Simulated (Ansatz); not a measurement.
Trial structure of BeTe, not yet relaxed:

```cif
data_structure
_symmetry_space_group_name_H-M 'I-43d'
_symmetry_Int_Tables_number 220
_cell_length_a 7.5212
_cell_length_b 7.5212
_cell_length_c 7.5212
_cell_angle_alpha 90.000
_cell_angle_beta 90.000
_cell_angle_gamma 90.000
_cell_volume 425.47
loop_
_atom_site_label
_atom_site_type_symbol
_atom_site_symmetry_multiplicity
_atom_site_Wyckoff_symbol
_atom_site_fract_x
_atom_site_fract_y
_atom_site_fract_z
_atom_site_occupancy
Be1 Be 12 a 0.75000 0.12500 0.00000 1
Te1 Te 12 b 0.12500 0.50000 0.25000 1
```

Theory: DFT PBE, scalar-relativistic, plane waves, PAW (Ansatz 0.2.0). Cutoff 420 eV; k points 4×4×4 on the computed 12-atom cell (Γ-centred); Gaussian smearing, width 0.10 eV; no spin polarisation.

Formation energies are uncorrected and refer to the elements' standard structures at the same level.

Q: What does a single point on this coarse mesh give?

A: The pressure is 20.9 GPa (it wants to expand), the largest force is 0.00 eV/Å (symmetry fixes the atoms), and the energy is +0.11 eV/atom against the elements. The shortest distance is 2.30 Å.

Q: How much does it gain on relaxing, and where does it end?

A: Relaxing gains about 0.25 eV/atom in 7 ionic steps and ends at −0.137 eV/atom on the finer mesh. The symmetry stays I-43d (No. 220). The volume per atom grows by 26.3 %, from 17.7 to 22.4 Å³. The shortest distance goes from 2.30 Å (Be–Te) to 2.49 Å (Be–Te). Conventional cell: a = 8.129 Å. Be has 4 Te at 2.49 Å; Te has 4 Be at 2.49 Å.

The last run used a 6×6×6 mesh for its 12-atom cell and Gaussian smearing of 0.02 eV. These runs have no spin–orbit coupling, which can matter for Te. The reference form of Te is held partly by dispersion forces, which this level lacks. The relaxation can't lower the symmetry of the start. A structure relaxed within its symmetry needn't be a true minimum.
